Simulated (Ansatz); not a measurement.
Runs of Ansatz 0.2.0 on Sb. Symmetry: R-3m, No. 166, trigonal system. Conventional cell: a = 4.308 Å, b = 4.308 Å, c = 11.274 Å, α = 90.00°, β = 90.00°, γ = 120.00°. Around Sb (site symmetry 3m) lie 3 Sb at 2.91 Å. 

```csv
task,level,potentials or basis,spin,cell,k mesh,cutoff (eV),points for each segment of the path,other keys,gap on the mesh (eV),pressure (GPa),largest force (eV/Å)
density of states,BLYP+D4,PseudoDojo standard (PBE files),off,as given,8 × 8 × 8,1088,-,-,none,(b),(a)
atomic charges,LDA+D4,JTH PAW LDA,off,as given,8 × 8 × 8,1950,-,-,none,-3.8,-
band structure,revPBE+D3(BJ),PseudoDojo stringent (PBE files),"SOC, no magnetisation",as given,8 × 8 × 8,1361,14,scf.lower_state_search = light; hamiltonian.xc = revpbe,none,-1.0,0.18
band structure,revPBE+D4,Ansatz PAW earlier set,off,cell strained at random at fixed volume,6 × 6 × 6,430,14,-,none,-0.5,0.27
```

Alike in all rows: smearing methfessel-paxton 0.1 eV.

Q: Fill in the values left out.

A: (a) 0.13; (b) 1.6.

Caveats: pairwise dispersion overbinds metals, which lowers pressure and volume; the potentials were made for another functional, which shifts forces and pressure (some runs); the dispersion damping was fitted for another functional or another form of the correction (some runs); spin-orbit coupling is left out, which moves the levels of the heavy elements (some runs); the PAW data sets come from PBE, with cores solved anew for the run's functional, which leaves a small shift of forces and pressure (some runs).

A k mesh can miss the band edges, and rows without SOC leave out spin-orbit coupling on Sb.

A gap of «none» marks a metal or a gap under the smearing width.

The runs don't all hold the same shells in valence.
